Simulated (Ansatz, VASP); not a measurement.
# One calculation of W, two programs

Contents of INCAR:

```
SYSTEM = W
ALGO = Fast
EDIFF = 1E-6
ENCUT = 520
GGA = PE
ISIF = 2
ISMEAR = 0
LASPH = .TRUE.
LCHARG = .FALSE.
LREAL = .FALSE.
LWAVE = .FALSE.
NBANDS = 13
NELM = 100
PREC = Accurate
SIGMA = 0.1
```

Contents of KPOINTS:

```
k-points
0
G
  16 16 16
  0 0 0
```

POSCAR

```
W
1.0
    0.0000000000      2.0324157000      2.0324157000
    2.0933157000      0.0000000000      2.0324157000
    2.0933157000      2.0324157000      0.0000000000
W
1
Direct
    0.0000000000      0.0000000000      0.0000000000
```

Input for Ansatz:

```yaml
crystal:
  lattice:
    - [0.0, 2.0324157, 2.0324157]
    - [2.0933157, 0.0, 2.0324157]
    - [2.0933157, 2.0324157, 0.0]
  atoms:
    - { symbol: W, position: [0.0, 0.0, 0.0] }
basis:
  ecutwfc: 420
kpoints:
  mp_grid: { grid: [16, 16, 16] }
hamiltonian:
  xc: pbe
scf:
  occupations: { method: gaussian, width: 0.1 }
output:
  forces: true
  stress: true
  eigenvalues: true
  populations: true
```

Alike in both runs: task single point; functional PBE; k mesh 16 × 16 × 16; occupations gaussian, width 0.1 eV; no spin polarisation.

|  | VASP | Ansatz |
| --- | --- | --- |
| version | VASP 6.6.1 | Ansatz 0.2.0 |
| potentials or method | VASP PAW PBE potentials, release 64 (W_sv) | scalar-relativistic, plane waves, PAW |
| plane-wave cutoff (eV) | 520 | 420 |
| valence electrons in the cell | 14 | 14 |

Ansatz gave:

* gap on the k mesh at the Fermi level (eV): none
* pressure (GPa): -13.0
* largest component of the traceless stress (GPa): 5.08

Q: Which values does VASP return?

A: gap on the k mesh at the Fermi level (eV): none; pressure (GPa): -12.6; largest component of the traceless stress (GPa): 5.13.

A gap of «none» marks a metal or a gap that the smearing closes. The functional is the same, so the differences come from potentials, cutoffs and numerics.

The runs have no spin-orbit coupling, so splittings on W are missing.
